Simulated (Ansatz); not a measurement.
# Band table of Sn (simple hexagonal type)

```
CELL_PARAMETERS angstrom
3.26753 0.00000 0.00000
-1.63377 2.82977 0.00000
0.00000 0.00000 3.08151
ATOMIC_POSITIONS crystal
Sn 0.00000 0.00000 0.00000
```

The cell comes from a relaxation on PAW files under the same functional, begun from a prototype that needn't be the stable phase.

Computed with Ansatz 0.2.0; functional PBE, scalar-relativistic. Settings: a Γ-centred 13×13×12 k mesh, Fermi–Dirac smearing of 0.05 eV, no spin polarisation. Methods: LAPW: all electrons, basis error target 1 meV/atom.

Spin–orbit coupling is left out, which matters for the heavy atoms.

Path points, in fractions of the reciprocal vectors: Γ (0.000, 0.000, 0.000), M (0.500, 0.000, 0.000), K (0.333, 0.333, 0.000), A (0.000, 0.000, 0.500), L (0.500, 0.000, 0.500), H (0.333, 0.333, 0.500). Levels in eV from the Fermi level; bands 5 to 13, counted from the lowest band of the run. The gap is zero, the pressure 0.00 GPa.

```
# k(1/Å) point b5 b6 b7 b8 b9 b10 b11 b12 b13
0.000 Γ -21.63 -21.48 -21.48 -21.29 -21.29 -10.80 5.13 6.81 6.81
0.159 - -21.62 -21.48 -21.47 -21.30 -21.29 -10.71 5.24 5.78 6.48
0.317 - -21.61 -21.48 -21.44 -21.31 -21.29 -10.41 3.81 5.55 5.75
0.476 - -21.60 -21.48 -21.41 -21.32 -21.30 -9.92 1.72 4.96 6.05
0.634 - -21.59 -21.48 -21.37 -21.34 -21.30 -9.24 -0.29 4.26 6.72
0.793 - -21.59 -21.47 -21.35 -21.33 -21.31 -8.39 -2.11 3.73 7.17
0.952 - -21.59 -21.45 -21.36 -21.31 -21.30 -7.45 -3.64 3.40 6.95
1.110 M -21.59 -21.45 -21.37 -21.31 -21.29 -6.88 -4.41 3.29 6.87
1.202 - -21.59 -21.45 -21.37 -21.31 -21.30 -6.86 -4.37 2.85 7.36
1.293 - -21.58 -21.45 -21.36 -21.31 -21.30 -6.78 -4.26 1.92 8.46
1.385 - -21.56 -21.45 -21.36 -21.32 -21.32 -6.66 -4.08 0.86 8.74
1.476 - -21.55 -21.44 -21.36 -21.33 -21.32 -6.50 -3.82 -0.18 8.90
1.568 - -21.53 -21.43 -21.35 -21.35 -21.33 -6.32 -3.49 -1.15 9.07
1.660 - -21.52 -21.42 -21.37 -21.35 -21.34 -6.16 -3.10 -2.00 9.21
1.751 K -21.52 -21.39 -21.39 -21.34 -21.34 -6.08 -2.64 -2.64 9.27
1.934 - -21.53 -21.43 -21.36 -21.35 -21.33 -6.55 -2.88 -1.52 8.96
2.117 - -21.54 -21.46 -21.35 -21.34 -21.32 -7.63 -1.97 -0.18 8.16
2.301 - -21.56 -21.48 -21.36 -21.34 -21.31 -8.73 -0.48 1.37 7.21
2.484 - -21.58 -21.49 -21.39 -21.33 -21.30 -9.63 1.35 3.08 6.35
2.667 - -21.61 -21.49 -21.43 -21.31 -21.30 -10.28 3.43 4.85 5.69
2.850 - -21.62 -21.48 -21.47 -21.30 -21.29 -10.67 5.27 5.55 6.29
3.033 Γ -21.63 -21.48 -21.48 -21.29 -21.29 -10.80 5.13 6.81 6.81
3.179 - -21.61 -21.48 -21.48 -21.30 -21.30 -10.72 4.05 6.90 6.90
3.324 - -21.57 -21.48 -21.48 -21.31 -21.31 -10.48 2.20 7.17 7.17
3.470 - -21.51 -21.47 -21.47 -21.33 -21.33 -10.08 0.34 7.59 7.59
3.616 - -21.47 -21.47 -21.45 -21.35 -21.35 -9.54 -1.39 8.14 8.14
3.761 - -21.47 -21.47 -21.39 -21.37 -21.37 -8.88 -2.92 8.73 8.73
3.907 - -21.47 -21.47 -21.38 -21.38 -21.35 -8.20 -4.12 9.24 9.24
4.053 A -21.47 -21.47 -21.39 -21.39 -21.33 -7.86 -4.64 9.45 9.45
4.211 - -21.47 -21.46 -21.39 -21.39 -21.33 -7.76 -4.54 8.56 9.10
4.370 - -21.47 -21.43 -21.41 -21.39 -21.31 -7.47 -4.25 6.64 8.32
4.528 - -21.48 -21.43 -21.40 -21.40 -21.28 -6.99 -3.79 4.52 7.48
4.687 - -21.50 -21.45 -21.40 -21.36 -21.24 -6.30 -3.17 2.46 6.25
4.846 - -21.51 -21.48 -21.41 -21.32 -21.21 -5.42 -2.47 0.56 4.72
5.004 - -21.52 -21.49 -21.41 -21.29 -21.19 -4.39 -1.81 -1.10 3.57
5.163 L -21.52 -21.50 -21.41 -21.29 -21.18 -3.64 -2.06 -1.51 3.10
5.254 - -21.51 -21.49 -21.41 -21.29 -21.18 -3.61 -2.02 -1.48 3.13
5.346 - -21.50 -21.49 -21.42 -21.30 -21.18 -3.53 -1.91 -1.41 3.21
5.438 - -21.49 -21.48 -21.42 -21.31 -21.19 -3.41 -1.72 -1.31 3.35
5.529 - -21.48 -21.46 -21.43 -21.32 -21.19 -3.23 -1.45 -1.17 2.36
5.621 - -21.48 -21.44 -21.43 -21.34 -21.19 -3.02 -1.11 -1.03 1.35
5.712 - -21.47 -21.45 -21.41 -21.36 -21.19 -2.82 -0.91 -0.71 0.45
5.804 H -21.46 -21.46 -21.38 -21.38 -21.19 -2.71 -0.86 -0.23 -0.23
5.987 - -21.47 -21.45 -21.42 -21.36 -21.19 -3.37 -1.12 -0.32 0.91
6.170 - -21.47 -21.45 -21.43 -21.35 -21.20 -4.63 -1.85 0.77 2.29
6.353 - -21.47 -21.46 -21.41 -21.37 -21.22 -5.78 -2.72 2.33 3.87
6.536 - -21.47 -21.44 -21.40 -21.40 -21.26 -6.69 -3.52 4.21 5.61
6.719 - -21.47 -21.43 -21.41 -21.39 -21.30 -7.34 -4.13 6.30 7.41
6.903 - -21.47 -21.46 -21.39 -21.39 -21.33 -7.73 -4.51 8.36 8.90
7.086 A -21.47 -21.47 -21.39 -21.39 -21.33 -7.86 -4.64 9.45 9.45
```
